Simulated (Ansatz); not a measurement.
# CoSn: the cost of one run

Program: Ansatz 0.2.0. Level of theory: DFT PBEsol, scalar-relativistic, plane waves, PAW. These are calculated values, not measurements.

2 further runs of the same task are left out: 2 set aside as unsound or not needed.

### Step 1. Starting point

Symmetry: P6/mmm, No. 191, hexagonal system. The conventional cell has a = 5.220 Å, b = 5.220 Å, c = 4.168 Å, α = 90.00°, β = 90.00°, γ = 120.00°. Co (site symmetry mmm) is surrounded by 6 Sn at 2.57 to 2.61 Å and 4 Co at 2.61 Å. Sn (site symmetry -6m2) has 6 Co at 2.57 Å as nearest neighbours. Sn (site symmetry 6/mmm) is surrounded by 6 Co at 2.61 Å.

Coordinates:

```
CELL_PARAMETERS angstrom
5.21972 0.00000 0.00000
-2.60986 4.52041 0.00000
0.00000 0.00000 4.16847
ATOMIC_POSITIONS crystal
Co 0.00000 0.50000 0.00000
Co 0.50000 0.50000 0.00000
Co 0.50000 0.00000 0.00000
Sn 0.66667 0.33333 0.50000
Sn 0.33333 0.66667 0.50000
Sn 0.00000 0.00000 0.00000
```

It goes back to an entry of the Materials Project.

It is the result of an earlier relaxation at this level (volume 16.39 Å³/atom; gap on the mesh: none (metal)).

### Step 2. Zero of energy

Reference values: F = -33129.2416 eV; pressure 0.04 GPa; largest force 0.000 eV/Å; gap on the mesh none (metal). It was computed beforehand with the settings of the runs below.

### Step 3. Next: moving one atom along a line

Atom 4 (Sn) is moved by x along the Cartesian unit vector (0.507, 0.293, -0.810); the cell and all other atoms stay fixed. Forces below are components along that vector, summed over the moved atoms. In a periodic cell its images move with it.

### Step 4. x = -0.300 Å

input.yaml reads:

```yaml
crystal:
  lattice:
    - [5.2197158162, 0.0, 0.0]
    - [-2.6098579081, 4.5204064974, 0.0]
    - [0.0, 0.0, 4.1684718862]
  atoms:
    - { symbol: Co, position: [0.0, 0.5, 0.0] }
    - { symbol: Co, position: [0.5, 0.5, 0.0] }
    - { symbol: Co, position: [0.5, 0.0, 0.0] }
    - { symbol: Sn, position: [0.6277843848, 0.3138921924, 0.5583234228] }
    - { symbol: Sn, position: [0.3333333333, 0.6666666667, 0.5] }
    - { symbol: Sn, position: [0.0, 0.0, 0.0] }
basis:
  ecutwfc: 420
kpoints:
  mp_grid: { grid: [12, 12, 12] }
hamiltonian:
  xc: pbesol
scf:
  occupations: { method: gaussian, width: 0.15 }
output:
  forces: true
  stress: true
  eigenvalues: true
```

Command:

```sh
$ ansatz run input.yaml --threads 1 --pin off --max-ram 2560MiB --backend cpu --events-out ev --progress --plain --runs-dir out
```

Q: Estimate wall time and peak memory on 1 thread of Intel Xeon 6975P-C (Granite Rapids), shared host.

About 2.1 min, with a peak of 1.8 GiB.
